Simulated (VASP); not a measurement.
SnS2 (Berndtite-2T):

```xyz
3
Lattice="3.6390 0.0000 0.0000 -1.8195 3.1515 0.0000 0.0000 0.0000 5.8680" Properties=species:S:1:pos:R:3 pbc="T T T"
Sn    0.0000    0.0000    0.0000
S     0.0000    2.1010    1.4670
S     1.8195    1.0505    4.4010
```

```yaml
Program: VASP 6.6.1
Task: relaxation of cell and atoms
Functional: PBE
Dispersion: D3(BJ)
Potentials_or_basis: VASP PAW PBE potentials, release 64 (Sn_d, S)
Cutoff: 600 eV
k_mesh: 9 × 9 × 5
Occupations: gaussian, width 0.03 eV
Spin: no spin polarisation
```

At the start: pressure 1.7 GPa; volume 22.43 Å³/atom.

Task: Where does the relaxation end?

Result: Over 14 steps the energy falls by 3.1 meV/atom and the volume is 22.57 Å³/atom (+0.6 %); space group P-3m1 (No. 164, to 0.05 Å).

The path:
```
step  energy change (eV)  largest force (eV/Å)  pressure (GPa)  volume (Å³)
   1              0.0000                0.2533            1.72        67.30
   2             -0.0012                0.1919           -1.55        69.66
   3             -0.0080                0.0160           -0.06        68.51
   4             -0.0080                0.0202            0.00        68.48
   5             -0.0082                0.0292            0.00        68.45
   6             -0.0085                0.0517           -0.04        68.37
   7             -0.0087                0.0381           -0.07        68.31
   8             -0.0091                0.0001           -0.17        68.12
   9             -0.0092                0.0182           -0.23        68.02
  10             -0.0093                0.0098           -0.08        67.86
  11             -0.0093                0.0081           -0.09        67.82
  12             -0.0094                0.0046           -0.03        67.75
  13             -0.0094                0.0027            0.08        67.62
  14             -0.0094                0.0018           -0.01        67.70
```

Final structure:
```yaml
crystal:
  lattice:
    - [3.66721, 0.00000, 0.00000]
    - [-1.83361, 3.17590, 0.00000]
    - [0.00000, 0.00000, 5.81303]
  atoms:
    - { symbol: Sn, position: [0.00000, 0.00000, 0.00000] }
    - { symbol: S, position: [0.33333, 0.66667, 0.25437] }
    - { symbol: S, position: [0.66667, 0.33333, 0.74563] }
```
